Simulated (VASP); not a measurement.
# VASP 6.6.1 run: AlN

INCAR

```
SIGMA = 0.02
NELM = 90
TIME = 2
LASPH = .TRUE.
GGA = PE
NBANDS = 16
ISMEAR = -1
EDIFF = 1E-7
ISIF = 2
ALGO = Damped
PREC = Accurate
IBRION = -1
LREAL = .FALSE.
LWAVE = .FALSE.
NSW = 0
ENCUT = 520
LCHARG = .FALSE.
```

KPOINTS

```
KPOINTS created by Atomic Simulation Environment
0
Gamma
12 12 6
0 0 0
```

POSCAR

```
Al N
 1.0000000000000000
     3.1066937601931870    0.0000000000000000    0.0000000000000000
    -1.5533468800965935    2.6904757181059007    0.0000000000000000
     0.0000000000000000    0.0000000000000000    5.0781633829999997
 Al  N
   2   2
Cartesian
  0.0000000000000001  1.7936504787372671 -0.0082609380124685
  1.5533468800965935  0.8968252393686336  2.5308207534875318
  0.0000000000000001  1.7936504787372671  1.9125722066374686
  1.5533468800965935  0.8968252393686336  4.4516538981374687
```

The recommended PBE PAW datasets give the neutral cell 16 valence electrons.

Command

```
mpirun -np 1 vasp_std
```

OSZICAR

```
N       E                     dE             d eps       ncg     rms           ort
DAV:   1     0.931607918066E+02    0.93161E+02   -0.81610E+03  1216   0.965E+02
DAV:   2    -0.197922299835E+02   -0.11295E+03   -0.98310E+02  1216   0.237E+02
DAV:   3    -0.328229911976E+02   -0.13031E+02   -0.12482E+02  1216   0.849E+01
DAV:   4    -0.342399947387E+02   -0.14170E+01   -0.13773E+01  1216   0.275E+01
DAV:   5    -0.344310779066E+02   -0.19108E+00   -0.18736E+00  1216   0.945E+00
SDA:   6    -0.220537495198E+02    0.12377E+02   -0.61667E+02  1216   0.308E+02   0.000E+00
DMP:   7     0.321352649563E+02    0.54189E+02   -0.32287E+03  1216   0.161E+03  -0.734E+02
DMP:   8     0.133268537121E+03    0.10113E+03   -0.11018E+04  1216   0.551E+03  -0.187E+03
DMP:   9     0.300974933317E+03    0.16771E+03   -0.69011E+03  1216   0.345E+03  -0.172E+03
DMP:  10     0.101785896998E+03   -0.19919E+03   -0.78720E+03  1216   0.394E+03  -0.215E+03
...
DMP:  82     0.135892274383E+03   -0.61303E+02   -0.11659E+04  1216   0.583E+03  -0.173E+03
DMP:  83     0.192100164267E+03    0.56208E+02   -0.15575E+04  1216   0.779E+03  -0.345E+03
DMP:  84     0.150550047453E+03   -0.41550E+02   -0.14763E+04  1216   0.738E+03  -0.146E+03
DMP:  85     0.182744922015E+03    0.32195E+02   -0.15174E+04  1216   0.759E+03  -0.204E+03
DMP:  86     0.165601185714E+03   -0.17144E+02   -0.18626E+04  1216   0.931E+03  -0.149E+03
DMP:  87     0.174701920189E+03    0.91007E+01   -0.16990E+04  1216   0.849E+03  -0.182E+03
DMP:  88     0.186087842872E+03    0.11386E+02   -0.21530E+04  1216   0.108E+04  -0.104E+03
DMP:  89     0.184656179315E+03   -0.14317E+01   -0.19174E+04  1216   0.959E+03  -0.102E+03
DMP:  90     0.210879307473E+03    0.26223E+02   -0.25132E+04  1216   0.126E+04  -0.620E+02
   1 F= 0.21087931E+03 E0= 0.21088024E+03  d E =-.186760E-02
```

Standard output (part)

```
POSCAR found type information on POSCAR AlN
 POSCAR found :  2 types and       4 ions
 LDA part: xc-table for (Slater+PW92), standard interpolation
 POSCAR, INCAR and KPOINTS ok, starting setup
 WAVECAR not read
 entering main loop
 final diagonalization occupied
|     The electronic self-consistency was not achieved in the given           |
|     number of steps (NELM). The forces and other quantities evaluated       |
|     might not be reliable so examine the results carefully. If you find     |
|     spurious results, we suggest increasing NELM, if you were close to      |
|     convergence or switching to a different ALGO or adjusting the           |
|     density mixing parameters otherwise.                                    |
```

It didn't converge.

The fault: damping step far too long.

The run took about 97 s on one core of a shared host (Intel Xeon Platinum 8488C) and held 0.22 GiB at most.
